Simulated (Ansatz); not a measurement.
Crystal: Tc.

```
Tc
1.0
     2.74000    0.00000    0.00000
    -1.37000    2.37291    0.00000
     0.00000    0.00000    4.39800
Tc
2
Direct
  0.66667 0.33333 0.75000
  0.33333 0.66667 0.25000
```

Base run:

| Property | Result |
| --- | --- |
| Program | Ansatz 0.2.0 |
| Functional | PBE |
| Potentials or basis | all-electron LAPW, scalar-relativistic |
| Cutoff | 261 eV (chosen from the basis error) |
| Basis error allowed | 0.001 eV/atom |
| k mesh | 11 × 11 × 6 |
| Occupations | fermi-dirac, width 0.05 eV |
| Spin | no spin polarisation |

Its results: pressure 2.9 GPa.

Problem. The run is repeated on the same cell with these changes: functional from PBE to LDA. What comes out?

Solution. Pressure -11.9 GPa.

LDA binds more tightly than PBE, so the same cell stands under less pressure.
